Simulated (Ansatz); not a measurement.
# ZnS (Wurtzite-8H): the cost of one run

Program: Ansatz 0.2.0. Level of theory: DFT, RPBE, plane-wave PAW, default files, scalar-relativistic, frozen cores. These are calculated values, not measurements.

### Step 1. Starting point

It takes space group P6_3mc (No. 186, hexagonal). Conventional cell: a = 3.820 Å, b = 3.820 Å, c = 24.960 Å, α = 90.00°, β = 90.00°, γ = 120.00°. Zn (site symmetry 3m) has 4 S at 2.34 Å as nearest neighbours. S (site symmetry 3m) is surrounded by 4 Zn at 2.34 Å.

As a file:

```
Zn S
1.0
     3.82000    0.00000    0.00000
    -1.91000    3.30822    0.00000
     0.00000    0.00000   24.96000
Zn S
8 8
Direct
  0.00000 0.00000 0.00000
  0.00000 0.00000 0.50000
  0.33333 0.66667 0.12493
  0.66667 0.33333 0.62493
  0.33333 0.66667 0.37509
  0.66667 0.33333 0.87509
  0.33333 0.66667 0.75001
  0.66667 0.33333 0.25001
  0.00000 0.00000 0.09376
  0.00000 0.00000 0.59376
  0.33333 0.66667 0.21869
  0.66667 0.33333 0.71869
  0.33333 0.66667 0.46883
  0.66667 0.33333 0.96883
  0.33333 0.66667 0.84389
  0.66667 0.33333 0.34389
```

The earlier run gave: gap on the mesh 2.13 eV, largest force 0.012 eV/Å, pressure 1.7 GPa.

The printed gradients, by site:

```tsv
site	atoms	first shell	V_zz (10²¹ V/m²)	η	C_Q (MHz)
Zn1	1, 2	4 S at 2.34 Å	0.041	0.00	0.122 (⁶⁷Zn)
Zn3	3, 4	4 S at 2.34 Å	0.057	0.00	0.168 (⁶⁷Zn)
Zn5	5, 6	4 S at 2.34 Å	0.083	0.00	0.244 (⁶⁷Zn)
Zn7	7, 8	4 S at 2.34 Å	-0.057	0.00	-0.167 (⁶⁷Zn)
S9	9, 10	4 Zn at 2.34 Å	-0.019	0.00	0.032 (³³S)
S11	11, 12	4 Zn at 2.34 Å	0.060	0.00	-0.100 (³³S)
S13	13, 14	4 Zn at 2.34 Å	-0.009	0.00	0.015 (³³S)
S15	15, 16	4 Zn at 2.34 Å	0.14	0.00	-0.241 (³³S)
```

C_Q = eQV_zz/h, which is 24.18 MHz for Q = 1 b and V_zz = 10²¹ V/m²; η = (V_xx − V_yy)/V_zz. Quadrupole moments are those of Pyykkö's year-2017 table.

### Step 2. Settings changed: hamiltonian.xc = rpbe, basis.ecutwfc = 36.7 Ry

File input.yaml:

```yaml
crystal:
  lattice:
    - [3.82, 0.0, 0.0]
    - [-1.91, 3.3082170425, 0.0]
    - [0.0, 0.0, 24.96]
  atoms:
    - { symbol: Zn, position: [0.0, 0.0, 2.6567e-06] }
    - { symbol: Zn, position: [0.0, 0.0, 0.5000026567] }
    - { symbol: Zn, position: [0.3333333333, 0.6666666667, 0.1249281714] }
    - { symbol: Zn, position: [0.6666666667, 0.3333333333, 0.6249281714] }
    - { symbol: Zn, position: [0.3333333333, 0.6666666667, 0.3750898986] }
    - { symbol: Zn, position: [0.6666666667, 0.3333333333, 0.8750898986] }
    - { symbol: Zn, position: [0.3333333333, 0.6666666667, 0.7500146005] }
    - { symbol: Zn, position: [0.6666666667, 0.3333333333, 0.2500146005] }
    - { symbol: S, position: [0.0, 0.0, 0.0937606621] }
    - { symbol: S, position: [0.0, 0.0, 0.5937606621] }
    - { symbol: S, position: [0.3333333333, 0.6666666667, 0.2186851917] }
    - { symbol: S, position: [0.6666666667, 0.3333333333, 0.7186851917] }
    - { symbol: S, position: [0.3333333333, 0.6666666667, 0.4688336] }
    - { symbol: S, position: [0.6666666667, 0.3333333333, 0.9688336] }
    - { symbol: S, position: [0.3333333333, 0.6666666667, 0.843885219] }
    - { symbol: S, position: [0.6666666667, 0.3333333333, 0.343885219] }
kpoints:
  mp_grid: { grid: [8, 8, 2] }
scf:
  occupations: { method: fermi_dirac, width: 0.02 }
hamiltonian:
  xc: rpbe
  pseudopotentials: { kind: paw, frozen_core: stored }
output:
  forces: true
  stress: true
  populations: true
  efg: { quadrupole_moments_barn: { Zn: 0.122, S: -0.0694 } }
basis:
  ecutwfc: "36.7 Ry"
```

Started as:

```
> ansatz run input.yaml --threads 1 --pin off --max-ram 3072MiB --backend cpu --events-out ev --progress --plain --runs-dir out
```

Q: Estimate wall time and peak memory on 1 thread of Intel Xeon 6975P-C (Granite Rapids), shared host.

About 45 s, with a peak of 0.92 GiB.
